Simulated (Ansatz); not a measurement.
# How far is PAW off for SiC?

```
Si C
1.0
     3.07600    0.00000    0.00000
    -1.53800    2.66389    0.00000
     0.00000    0.00000    5.04800
Si C
2 2
Direct
  0.33333 0.66667 0.00000
  0.66667 0.33333 0.50000
  0.33333 0.66667 0.38500
  0.66667 0.33333 0.88500
```

Atoms are numbered in the order listed.

The cell comes from COD entry 9008875, which wasn't checked; take it as a given geometry.

All numbers are computed: DFT, PBEsol, PAW with Ansatz's default frozen-core files, scalar-relativistic (Ansatz 0.2.0); DFT, PBEsol, all-electron PAW with datasets made for the crystal, scalar-relativistic (Ansatz 0.2.0); DFT, PBEsol, all-electron LAPW, scalar-relativistic (Ansatz 0.2.0).

For PAW: a Γ-centred 15×15×8 k mesh, Fermi–Dirac smearing of 0.08 eV, cutoff 420 eV, no spin polarisation; the PAW files were made with PBE, and the program remakes their frozen cores for this functional. The crystal-made all-electron datasets (AE datasets) take a cutoff of 340 eV at this cell. LAPW targets a basis error of 1 meV/atom. The Ansatz runs share mesh, smearing and spin set-up. Plane-wave (PAW) pressures include the program's estimate of the Pulay term.

Stress and pressure are positive in compression.

Levels count from the top of the valence band.

```
                      quantity     PAW  AE datasets    LAPW
                pressure (GPa)       ?         0.21    0.21
               stress xx (GPa)       ?         1.81    1.82
               stress zz (GPa)   -2.99        -3.01   -3.01
        force on Si1, z (eV/Å)   0.747        0.746   0.746
         force on C3, z (eV/Å)  -0.747       -0.746  -0.746
                 band gap (eV)   2.170        2.171   2.170
highest filled level at Γ (eV)   0.000        0.000   0.000
  lowest empty level at Γ (eV)   4.560        4.563   4.563
highest filled level at A (eV)  -0.967       -0.967  -0.967
  lowest empty level at A (eV)   5.641        5.644   5.643
```

**Question.** Give the missing entry: row "pressure (GPa)", column "PAW".

**Answer.** 0.26.

**Question.** Give the missing entry: row "stress xx (GPa)", column "PAW".

**Answer.** 1.89.
